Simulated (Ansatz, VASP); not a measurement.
FeO in VASP and in Ansatz

```
CELL_PARAMETERS angstrom
2.68236 -1.52443 0.00000
2.68236 1.52443 0.00000
-0.23431 0.00000 5.26945
ATOMIC_POSITIONS crystal
Fe 0.00641 0.00155 0.48800
Fe 0.99585 0.01742 0.99506
O 0.33842 0.35678 0.74677
O 0.65690 0.67175 0.25735
```

Change from the starting cell: atoms moved at random, drawn with an rms of 0.05 Å.

Alike in both runs: task single point; functional PBE; k mesh 10 × 10 × 5; occupations fermi-dirac, width 0.05 eV; collinear spin, ferromagnetic start.

|  | VASP | Ansatz |
| --- | --- | --- |
| version | VASP 6.6.1 | Ansatz 0.2.0 |
| potentials or method | VASP PAW PBE potentials, release 64 (Fe, O) | Ansatz PAW |
| plane-wave cutoff (eV) | 520 | 420 |
| valence electrons in the cell | 28 | 44 |

```csv
,VASP,Ansatz,Ansatz less VASP
gap on the k mesh at the Fermi level (eV),none,none,-
pressure (GPa),-9.4,-12.7,-3.38
largest component of the traceless stress (GPa),2.46,5.62,+3.156
rms of the force components (eV/Å),0.148,0.196,+0.0482
net moment per atom (μB),2.00,0.01,-1.987
size of the moment on the site where the two differ most (μB),3.60,3.24,-0.365
```

The net moments differ so much that the two runs ended in different magnetic states, which moves the other rows too. Site moments also hang on the region over which each program counts them. Atom by atom the forces differ by 0.069 eV/Å (rms over components). A gap of «none» marks a metal or a gap that the smearing closes. The two sets of potentials don't hold the same shells in valence.

Caveats: semilocal functionals often make such compounds metallic where correlation or magnetic order opens a gap, which also shifts bond lengths; only a ferromagnetic start was run, and an antiferromagnetic order may lie lower in energy (VASP); the pressure holds a Pulay correction of +0.6 GPa for the finite cutoff (Ansatz); the starting moments weren't kept (Ansatz).
